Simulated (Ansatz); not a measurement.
# BeTe (F-43m) in Ansatz: further runs, part 2 of 2

Ansatz 0.2.0. The steps go on from the part before.

## Step 5: Relaxation of cell and atoms, RPBE+D3(BJ)

Contents of input.yaml:

```yaml
crystal:
  lattice:
    - [0.0, 2.77, 2.77]
    - [2.77, 0.0, 2.77]
    - [2.77, 2.77, 0.0]
  atoms:
    - { symbol: Te, position: [0.75, 0.75, 0.75] }
    - { symbol: Be, position: [0.0, 0.0, 0.0] }
kpoints:
  mp_grid: { grid: [8, 8, 8] }
scf:
  occupations: { method: fermi_dirac, width: 0.05 }
hamiltonian:
  xc: rpbe
  dispersion: d3bj
  pseudopotentials: { kind: all_electron, lapw: { basis_error: 0.001 } }
output:
  forces: true
  stress: true
relax:
  f_tol: 0.02
  max_steps: 60
  cell: {}
```

Potentials or basis: all-electron LAPW, scalar-relativistic.

On the command line:

```console
$ ansatz run input.yaml --threads 1 --pin off --max-ram 3072MiB --backend cpu --events-out ev --progress --plain --runs-dir out
```

Output:

```text
Warning: RAYON_NUM_THREADS=1 ignored (pool sized by the plan → 1); use --threads N
The last accepted step is kept in <dir> (removed where the run ends without a failure and the disk answers)
LAPW: plane waves up to 8.038 Å⁻¹, error target 1.0e-3 eV per atom; small_component_spin mean_spin; Be in spheres of 0.921 Å, 4 of its electrons in bands, Dirac shells []; Te in spheres of 1.405 Å, 24 of its electrons in bands, Dirac shells [] (how accurate: hamiltonian.pseudopotentials.lapw.basis_error, Limitations)
Engine: ansatz 0.2.0, x86_64-unknown-linux-gnu
Pseudopotentials: kind: all_electron
Pseudopotential: Te, LAPW, valence charge 24, lapw/all_electron/scalar/gaussian/Te, Koelling and Harmon's equation, gaussian nucleus
Pseudopotential: Be, LAPW, valence charge 4, lapw/all_electron/scalar/gaussian/Be, Koelling and Harmon's equation, gaussian nucleus
Functional definition: RPBE
  parameter kappa = 0.804
  parameter beta = 0.06672455060314922
  exchange = rpbe_x(kappa = kappa, mu = beta*pi^2/3)
  correlation = pbe_c(beta = beta)
Crystal: 2 atoms, lattice volume = 42.508 Å³
Basis set: ecut = 246.16281455346902 eV, 339 PW (Γ), exchange–correlation at level 2
Bands: 18, of which v1, the nominal top of the filled ones, is band 14 counted from 1 (13 counted from 0)
Symmetry: 24 space group operations
Space group: F-43m (ITA 216), of the structure as read, at distance tolerance 3.5e-5 Å
k-points: 29 of 512 (time reversal used)
Non-local potential: Te, projectors of the file, none
Non-local potential: Be, projectors of the file, none
Initial density: superposition of atomic densities (chi_scale 0.1, normalization cell, long waves kept (reshape's long-wave potential 0.00 eV rms))
Initial wavefunctions: plane waves of lowest kinetic energy (no species holds an atomic orbital)
Functional: x = rpbe, c = pbe(β = 0.06672455060314922)
iter 1 solved again at ethr=1.79e-3 eV; its pass at ethr=1.00e-1 eV (dr2=5.02e-1 eV) is discarded
SCF iter   1: F=—  HF=-185299.590705 eV  |F-HF|=—  |Δ(HF+E_count)|=         —  Δρ=2.88e-2  dr2=5.03e-1  ethr=1.79e-3  ⟨swp⟩=2.0  Hψ=3754  notcnv=0
preconditioner: auto → none  [insulator: Δε(μ)=1.906 eV  Ē_g=10.528 eV  σ=0.050 eV  W_gap=1.00  n_scr=14 (ndim 8)  ℏωp=16.1 eV  f_vac=0.003  D(μ)=0.00/eV (n_scr^D=0)  ε∞_Penn≈3.3]
SCF iter   2: F=—  HF=-185299.468170 eV  |F-HF|=—  |Δ(HF+E_count)|=   1.23e-1  Δρ=1.09e-2  dr2=6.29e-2  ethr=1.79e-3  ⟨swp⟩=3.0  Hψ=1630  notcnv=0
iter 3 solved again at ethr=8.90e-6 eV; its pass at ethr=2.25e-4 eV (dr2=2.49e-3 eV) is discarded
SCF iter   3: F=—  HF=-185299.466453 eV  |F-HF|=—  |Δ(HF+E_count)|=   1.72e-3  Δρ=2.41e-3  dr2=2.47e-3  ethr=8.90e-6  ⟨swp⟩=2.0  Hψ=2601  notcnv=0
SCF iter   4: F=—  HF=-185299.467167 eV  |F-HF|=—  |Δ(HF+E_count)|=         —  Δρ=6.04e-4  dr2=2.05e-4  ethr=8.82e-6  ⟨swp⟩=3.0  Hψ=1559  notcnv=0
the basis was enlarged: its passes take 170.6 KiB over the memory plan, 1 of 1 planned eigensolver slots
SCF iter   5: F=—  HF=-185299.467323 eV  |F-HF|=—  |Δ(HF+E_count)|=   1.56e-4  Δρ=1.29e-4  dr2=6.57e-6  ethr=7.33e-7  ⟨swp⟩=2.9  Hψ=1491  notcnv=0
SCF iter   6: F=—  HF=-185299.467345 eV  |F-HF|=—  |Δ(HF+E_count)|=   2.25e-5  Δρ=1.96e-5  dr2=1.35e-7  ethr=2.35e-8  ⟨swp⟩=3.0  Hψ=1557  notcnv=0
SCF iter   7: F=-185299.467346 eV  HF=-185299.467346 eV  |F-HF|=2.17e-8  |Δ(HF+E_count)|=   8.25e-7  Δρ=3.18e-6  dr2=4.73e-9  ethr=4.84e-10  ⟨swp⟩=3.0  Hψ=1557  notcnv=0
SCF 1 converged in 7 iterations: F = -185299.467346 eV  dr2 = 4.73e-9
relax step   1: F+E_penalty+E_count = -185299.46734619 eV  Δ(F+E_penalty+E_count) = +0.000e0 eV  max|allowed force component| = 5.667e-17 eV/Å  Δτ_max = 0.0000 Å  P = -7.261 GPa  Ω = 42.508 Å³  (7 SCF iters, accepted)
Crystal: 2 atoms, lattice volume = 36.541 Å³
Basis set: ecut = 272.2802021613024 eV, 339 PW (Γ), exchange–correlation at level 2
Initial density: handed on by an earlier stage of this run
Initial wavefunctions: those handed on with the density
[... 9 lines left out ...]
SCF 2 converged in 6 iterations: F = -185299.583033 eV  dr2 = 4.92e-9
relax step   2: F+E_penalty+E_count = -185299.58303340 eV  Δ(F+E_penalty+E_count) = -1.157e-1 eV  max|allowed force component| = 1.619e-17 eV/Å  Δτ_max = 0.0000 Å  P = +2.244 GPa  Ω = 36.541 Å³  (6 SCF iters, accepted)
Crystal: 2 atoms, lattice volume = 37.793 Å³
Basis set: ecut = 266.2337084307438 eV, 339 PW (Γ), exchange–correlation at level 2
iter 1 solved again at ethr=8.43e-6 eV; its pass at ethr=1.00e-1 eV (dr2=2.36e-3 eV) is discarded
SCF iter   1: F=—  HF=-185299.590617 eV  |F-HF|=—  |Δ(HF+E_count)|=         —  Δρ=1.79e-3  dr2=2.26e-3  ethr=8.43e-6  ⟨swp⟩=3.1  Hψ=2574  notcnv=0
preconditioner: auto → none  [insulator: Δε(μ)=1.611 eV  Ē_g=11.260 eV  σ=0.050 eV  W_gap=1.00  n_scr=14 (ndim 8)  ℏωp=17.1 eV  f_vac=0.039  D(μ)=0.00/eV (n_scr^D=0)  ε∞_Penn≈3.3]
iter 2 solved again at ethr=2.83e-7 eV; its pass at ethr=8.08e-6 eV (dr2=7.92e-5 eV) is discarded
[... 7 lines left out ...]
Basis set: ecut = 267.1369435628428 eV, 339 PW (Γ), exchange–correlation at level 2
iter 1 solved again at ethr=2.85e-7 eV; its pass at ethr=1.00e-1 eV (dr2=7.97e-5 eV) is discarded
SCF iter   1: F=—  HF=-185299.590249 eV  |F-HF|=—  |Δ(HF+E_count)|=         —  Δρ=2.72e-4  dr2=5.20e-5  ethr=2.85e-7  ⟨swp⟩=4.1  Hψ=2453  notcnv=0
preconditioner: auto → none  [insulator: Δε(μ)=1.578 eV  Ē_g=11.277 eV  σ=0.050 eV  W_gap=1.00  n_scr=14 (ndim 8)  ℏωp=17.1 eV  f_vac=0.032  D(μ)=0.00/eV (n_scr^D=0)  ε∞_Penn≈3.3]
iter 2 solved again at ethr=6.12e-9 eV; its pass at ethr=1.86e-7 eV (dr2=1.71e-6 eV) is discarded
SCF iter   2: F=—  HF=-185299.590234 eV  |F-HF|=—  |Δ(HF+E_count)|=   1.54e-5  Δρ=5.22e-5  dr2=1.69e-6  ethr=6.12e-9  ⟨swp⟩=2.0  Hψ=2444  notcnv=0
SCF iter   3: F=—  HF=-185299.590234 eV  |F-HF|=—  |Δ(HF+E_count)|=   1.23e-7  Δρ=2.13e-5  dr2=2.13e-7  ethr=6.02e-9  ⟨swp⟩=2.3  Hψ=1393  notcnv=0
SCF iter   4: F=-185299.590234 eV  HF=-185299.590234 eV  |F-HF|=1.70e-8  |Δ(HF+E_count)|=   1.54e-7  Δρ=6.47e-6  dr2=1.49e-8  ethr=7.59e-10  ⟨swp⟩=3.0  Hψ=1482  notcnv=0
SCF 4 converged in 4 iterations: F = -185299.590234 eV  dr2 = 1.49e-8
relax step   4: F+E_penalty+E_count = -185299.59023431 eV  Δ(F+E_penalty+E_count) = -2.440e-4 eV  max|allowed force component| = 2.949e-17 eV/Å  Δτ_max = 0.0000 Å  P = -0.015 GPa  Ω = 37.601 Å³  (4 SCF iters, accepted)
iter 1 solved again at ethr=5.31e-11 eV; its pass at ethr=1.00e-1 eV (dr2=1.49e-8 eV) is discarded
SCF iter   1: F=—  HF=-185299.590235 eV  |F-HF|=—  |Δ(HF+E_count)|=         —  Δρ=6.47e-6  dr2=1.49e-8  ethr=5.31e-11  ⟨swp⟩=5.7  Hψ=2763  notcnv=0
preconditioner: auto → none  [insulator: Δε(μ)=1.580 eV  Ē_g=11.278 eV  σ=0.050 eV  W_gap=1.00  n_scr=14 (ndim 8)  ℏωp=17.1 eV  f_vac=0.032  D(μ)=0.00/eV (n_scr^D=0)  ε∞_Penn≈3.3]
SCF iter   2: F=-185299.590235 eV  HF=-185299.590235 eV  |F-HF|=1.15e-8  |Δ(HF+E_count)|=   2.73e-8  Δρ=3.51e-6  dr2=4.41e-9  ethr=5.31e-11  ⟨swp⟩=3.0  Hψ=1437  notcnv=0
SCF 5 converged in 2 iterations: F = -185299.590235 eV  dr2 = 4.41e-9
relax step   5: F+E_penalty+E_count = -185299.59023511 eV  Δ(F+E_penalty+E_count) = -7.930e-7 eV  max|allowed force component| = 1.793e-17 eV/Å  Δτ_max = 0.0000 Å  P = -0.015 GPa  Ω = 37.601 Å³  stress off target by 1.53e-2 GPa  SCF on the basis re-selected at this cell (its energy is not comparable with the rows above)  (2 SCF iters)
basis re-selected at this cell: Δ(F+E_penalty+E_count) = -7.930e-7 eV, ΔP = -0.000 GPa vs the last step (what re-selecting the basis moved, after the strain that the cell walked since its last selection, with what the two solves' SCF thresholds leave and, on support functions, any second-order correction that the steps lacked; it is no measure of the basis error at this ecutwfc). This SCF's stress stands 1.53e-2 GPa from its target on what of the cell is left free (relax.cell.stress_tol is 5.00e-2 GPa) and its largest allowed force component is 1.79e-17 eV/Å (relax.f_tol is 2.00e-2 eV/Å): within both
SCF converged after 2 iterations
Free energy (F): -185299.590235 eV
Harris-Foulkes:  -185299.590235 eV  (|F-HF|=1.15e-8)
Internal energy: -185299.590235 eV  (E = F + TS)
E sigma→0 (E₀):  -185299.590235 eV
Fermi energy:    12.745617 eV
--- Per-component energies (eV) ---
  E_band       = -1252.419339
  E_kinetic    = 195678.345934
  E_xc         = -4882.767660
  E_electrostatic = -376091.971947  (all electrons and nuclei)
  E_disp       = -3.196561  (pairwise vdW)
  E_smearing   = -0.000000  (= −TS)
  E_closure    = 0.000000  (closes the sum)
  E_atoms      = -185289.836270  (free atoms, spherical and without spin; not in F)
  Σ components = -185299.590235   (vs F -185299.590235, Δ=0.00e0)
  Basis errors (estimates in eV, not in F): energy 6.1e-4 per atom: plane waves 5.7e-4 (3.3e-4 summed), levels above the bands 1.1e-41, relativity 1.2e-8, radial functions 3.6e-5, core shells 1.6e-8; eigenvalues (radial functions only) 1.3e-6; not estimated: angular momenta, meshes, grids; target (lapw.basis_error) 1.0e-3; muffin-tin radii Be 0.885 Å, Te 1.349 Å
--- Forces (eV/Å), atoms counted from 1 ---
  atom   1  Te     0.00000000     0.00000000    -0.00000000
  atom   2  Be    -0.00000000    -0.00000000     0.00000000
  max |Σ_I F_I| component: 2.89e-17 eV/Å
--- Stress (GPa, compression-positive) ---
       -0.015321      -0.000000      -0.000000
       -0.000000      -0.015321       0.000000
       -0.000000       0.000000      -0.015321
  P = ⅓ Tr σ = -0.0153 GPa (-0.153 kbar)
--- Relaxed structure (4 steps of the walk, 4 accepted, 1 SCFs on fresh bases) ---
  F+E_penalty+E_count = -185299.59023511 eV   max|allowed force component| = 1.793e-17 eV/Å   (the final SCF, on the basis selected at the relaxed cell)
  cell:  # Å, volume = 37.6012 Å³
    - [-3.0572232197373542e-33, 2.6590347753077657, 2.6590347753077657]
    - [2.6590347753077657, 7.69401176967234e-33, 2.6590347753077657]
    - [2.6590347753077657, 2.6590347753077657, 6.776844803751134e-33]
  atoms:
    - { symbol: Te, position: [0.75, 0.75, 0.75] }
    - { symbol: Be, position: [2.1148147704613145e-34, 4.9538811746422586e-34, -7.966767970915913e-34] }
```

Run time: 18 s. Hardware: 1 thread of Intel Xeon Platinum 8488C (Sapphire Rapids), shared host; peak memory 0.32 GiB.

What came out:

```yaml
Free_energy: -185299.5902 eV
Relaxed_volume: 18.80 Å³/atom
Relaxed_cell: a = 3.760 Å, b = 3.760 Å, c = 3.760 Å, α = 60.00°, β = 60.00°, γ = 60.00°
Space_group_after_relaxing_to_0.05_Å: F-43m (No. 216)
Energy_gained_by_relaxing: 61.4 meV/atom
Ionic_steps: 5
Pressure_after_relaxing: 0.0 GPa
Band_gap_on_the_k_mesh: 1.58 eV
```

The path:
| step | energy change (eV) | largest force (eV/Å) | volume (Å³) |
| --- | --- | --- | --- |
| 1 | 0.0000 | 0.0000 | 42.51 |
| 2 | -0.1157 | 0.0000 | 36.54 |
| 3 | -0.1226 | 0.0000 | 37.79 |
| 4 | -0.1229 | 0.0000 | 37.60 |
| 5 | -0.1229 | 0.0000 | 37.60 |

Final structure:
```xyz
2
Lattice="0.0000 2.6590 2.6590 2.6590 0.0000 2.6590 2.6590 2.6590 0.0000" Properties=species:S:1:pos:R:3 pbc="T T T"
Te    3.9886    3.9886    3.9886
Be    0.0000    0.0000    0.0000
```

Caveat: spin-orbit coupling is left out, which moves the levels of the heavy elements; the volume moved by -12 % from the deposited cell, more than functionals usually miss.

## Step 6: Relaxation of cell and atoms, RPBE

input.yaml, as its differences from that of step 5:

```diff
@@ -14,3 +14,2 @@
   xc: rpbe
-  dispersion: d3bj
   pseudopotentials: { kind: all_electron, lapw: { basis_error: 0.001 } }
@@ -20,3 +19,3 @@
 relax:
-  f_tol: 0.02
+  f_tol: 0.005
   max_steps: 60
```

Potentials or basis: all-electron LAPW, scalar-relativistic.

On the command line:

```console
$ ansatz run input.yaml --threads 1 --pin off --max-ram 3072MiB --backend cpu --events-out ev --progress --plain --runs-dir out
```

Output:

```text
Warning: RAYON_NUM_THREADS=1 ignored (pool sized by the plan → 1); use --threads N
[... 1 set-up line as earlier in the session ...]
LAPW: plane waves up to 8.038 Å⁻¹, error target 1.0e-3 eV per atom; small_component_spin mean_spin; Be in spheres of 0.921 Å, 4 of its electrons in bands, Dirac shells []; Te in spheres of 1.405 Å, 24 of its electrons in bands, Dirac shells [] (how accurate: hamiltonian.pseudopotentials.lapw.basis_error, Limitations)
[... 9 set-up lines as earlier in the session ...]
Crystal: 2 atoms, lattice volume = 42.508 Å³
Basis set: ecut = 246.16281455346902 eV, 339 PW (Γ), exchange–correlation at level 2
Bands: 18, of which v1, the nominal top of the filled ones, is band 14 counted from 1 (13 counted from 0)
[... 2 set-up lines as earlier in the session ...]
k-points: 29 of 512 (time reversal used)
[... 5 set-up lines as earlier in the session ...]
iter 1 solved again at ethr=1.79e-3 eV; its pass at ethr=1.00e-1 eV (dr2=5.02e-1 eV) is discarded
SCF iter   1: F=—  HF=-185296.861201 eV  |F-HF|=—  |Δ(HF+E_count)|=         —  Δρ=2.88e-2  dr2=5.03e-1  ethr=1.79e-3  ⟨swp⟩=2.0  Hψ=3754  notcnv=0
preconditioner: auto → none  [insulator: Δε(μ)=1.906 eV  Ē_g=10.528 eV  σ=0.050 eV  W_gap=1.00  n_scr=14 (ndim 8)  ℏωp=16.1 eV  f_vac=0.003  D(μ)=0.00/eV (n_scr^D=0)  ε∞_Penn≈3.3]
SCF iter   2: F=—  HF=-185296.738666 eV  |F-HF|=—  |Δ(HF+E_count)|=   1.23e-1  Δρ=1.09e-2  dr2=6.29e-2  ethr=1.79e-3  ⟨swp⟩=3.0  Hψ=1630  notcnv=0
[... 45 lines left out ...]
SCF 4 converged in 4 iterations: F = -185296.810235 eV  dr2 = 8.50e-9
relax step   4: F+E_penalty+E_count = -185296.81023516 eV  Δ(F+E_penalty+E_count) = -8.461e-5 eV  max|allowed force component| = 2.660e-17 eV/Å  Δτ_max = 0.0000 Å  P = +0.007 GPa  Ω = 46.699 Å³  (4 SCF iters, accepted)
iter 1 solved again at ethr=3.04e-11 eV; its pass at ethr=1.00e-1 eV (dr2=8.50e-9 eV) is discarded
SCF iter   1: F=—  HF=-185296.810236 eV  |F-HF|=—  |Δ(HF+E_count)|=         —  Δρ=3.85e-6  dr2=8.51e-9  ethr=3.04e-11  ⟨swp⟩=5.7  Hψ=2785  notcnv=0
preconditioner: auto → none  [insulator: Δε(μ)=2.192 eV  Ē_g=10.112 eV  σ=0.050 eV  W_gap=1.00  n_scr=14 (ndim 8)  ℏωp=15.4 eV  f_vac=0.080  D(μ)=0.00/eV (n_scr^D=0)  ε∞_Penn≈3.3]
SCF iter   2: F=-185296.810236 eV  HF=-185296.810236 eV  |F-HF|=1.14e-8  |Δ(HF+E_count)|=   2.59e-8  Δρ=2.10e-6  dr2=2.54e-9  ethr=3.04e-11  ⟨swp⟩=3.0  Hψ=1521  notcnv=0
SCF 5 converged in 2 iterations: F = -185296.810236 eV  dr2 = 2.54e-9
relax step   5: F+E_penalty+E_count = -185296.81023559 eV  Δ(F+E_penalty+E_count) = -4.335e-7 eV  max|allowed force component| = 2.776e-17 eV/Å  Δτ_max = 0.0000 Å  P = +0.006 GPa  Ω = 46.699 Å³  stress off target by 6.37e-3 GPa  SCF on the basis re-selected at this cell (its energy is not comparable with the rows above)  (2 SCF iters)
basis re-selected at this cell: Δ(F+E_penalty+E_count) = -4.335e-7 eV, ΔP = -0.000 GPa vs the last step (what re-selecting the basis moved, after the strain that the cell walked since its last selection, with what the two solves' SCF thresholds leave and, on support functions, any second-order correction that the steps lacked; it is no measure of the basis error at this ecutwfc). This SCF's stress stands 6.37e-3 GPa from its target on what of the cell is left free (relax.cell.stress_tol is 5.00e-2 GPa) and its largest allowed force component is 2.78e-17 eV/Å (relax.f_tol is 5.00e-3 eV/Å): within both
SCF converged after 2 iterations
Free energy (F): -185296.810236 eV
Harris-Foulkes:  -185296.810236 eV  (|F-HF|=1.14e-8)
Internal energy: -185296.810236 eV  (E = F + TS)
E sigma→0 (E₀):  -185296.810236 eV
Fermi energy:    9.550746 eV
--- Per-component energies (eV) ---
  E_band       = -1334.963797
  E_kinetic    = 195666.616321
  E_xc         = -4879.961529
  E_electrostatic = -376083.465028  (all electrons and nuclei)
  E_smearing   = -0.000000  (= −TS)
  E_closure    = 0.000000  (closes the sum)
  E_atoms      = -185289.836270  (free atoms, spherical and without spin; not in F)
  Σ components = -185296.810236   (vs F -185296.810236, Δ=0.00e0)
  Basis errors (estimates in eV, not in F): energy 4.6e-4 per atom: plane waves 4.2e-4 (2.5e-4 summed), levels above the bands 1.5e-25, relativity 2.0e-8, radial functions 3.5e-5, core shells 1.4e-9; eigenvalues (radial functions only) 1.0e-6; not estimated: angular momenta, meshes, grids; target (lapw.basis_error) 1.0e-3; muffin-tin radii Be 0.951 Å, Te 1.450 Å
--- Forces (eV/Å), atoms counted from 1 ---
  atom   1  Te    -0.00000000    -0.00000000    -0.00000000
  atom   2  Be     0.00000000     0.00000000     0.00000000
  max |Σ_I F_I| component: 2.31e-17 eV/Å
--- Stress (GPa, compression-positive) ---
        0.006373       0.000000       0.000000
        0.000000       0.006373       0.000000
        0.000000       0.000000       0.006373
  P = ⅓ Tr σ = 0.0064 GPa (0.064 kbar)
--- Relaxed structure (4 steps of the walk, 4 accepted, 1 SCFs on fresh bases) ---
  F+E_penalty+E_count = -185296.81023559 eV   max|allowed force component| = 2.776e-17 eV/Å   (the final SCF, on the basis selected at the relaxed cell)
  cell:  # Å, volume = 46.6989 Å³
    - [3.9106980352473657e-33, 2.858197809020701, 2.858197809020701]
    - [2.858197809020701, 9.681206862501621e-34, 2.858197809020701]
    - [2.858197809020701, 2.858197809020701, 3.4648529823690016e-33]
  atoms:
    - { symbol: Te, position: [0.7500000000000001, 0.7500000000000001, 0.7500000000000001] }
    - { symbol: Be, position: [1.0371283394865077e-33, -2.2249010187866983e-33, -4.403449933015339e-34] }
```

Wall time 16 s (1 thread of Intel Xeon Platinum 8488C (Sapphire Rapids), shared host); peak memory 0.31 GiB.

Results:

- Free energy: -185296.8102 eV
- Relaxed volume: 23.35 Å³/atom
- Relaxed cell: a = 4.042 Å, b = 4.042 Å, c = 4.042 Å, α = 60.00°, β = 60.00°, γ = 60.00°
- Space group after relaxing (to 0.05 Å): F-43m (No. 216)
- Energy gained by relaxing: 36.2 meV/atom
- Ionic steps: 5
- Pressure after relaxing: 0.0 GPa
- Band gap on the k mesh: 2.19 eV

The path:
| step | energy change (eV) | largest force (eV/Å) | volume (Å³) |
| --- | --- | --- | --- |
| 1 | 0.0000 | 0.0000 | 42.51 |
| 2 | -0.0677 | 0.0000 | 47.88 |
| 3 | -0.0723 | 0.0000 | 46.86 |
| 4 | -0.0724 | 0.0000 | 46.70 |
| 5 | -0.0724 | 0.0000 | 46.70 |

Final structure:
```
Te Be
1.0
     0.00000    2.85820    2.85820
     2.85820    0.00000    2.85820
     2.85820    2.85820    0.00000
Te Be
1 1
Direct
  0.75000 0.75000 0.75000
  0.00000 0.00000 0.00000
```

Caveat: spin-orbit coupling is left out, which moves the levels of the heavy elements. Zero-point motion and thermal expansion aren't in these numbers.

## Step 7: Summary

```tsv
task	level	cell	cutoff (eV)	smearing	gap on the mesh (eV)	pressure (GPa)	relaxed volume (Å³/atom)
single point	PBE	as given	227	gaussian 0.028 eV	1.86	4.3	-
single point	PBE	as given	227	gaussian 0.026 eV	1.86	4.3	-
relaxation of cell and atoms	PBEsol+D3(BJ)	relaxed	-	fermi-dirac 0.05 eV	1.74	0.0	21.19
relaxation of cell and atoms	RPBE+D3(BJ)	relaxed	-	fermi-dirac 0.05 eV	1.58	0.0	18.80
relaxation of cell and atoms	RPBE	relaxed	-	fermi-dirac 0.05 eV	2.19	0.0	23.35
```

Alike in all rows: potentials or basis all-electron LAPW, scalar-relativistic; no spin polarisation; k mesh 8 × 8 × 8; basis error allowed 0.001 eV/atom.

Caveats: spin-orbit coupling is left out, which moves the levels of the heavy elements; the volume moved by -12 % from the deposited cell, more than functionals usually miss (some runs).

Compare energies only between runs with the same functional and basis.
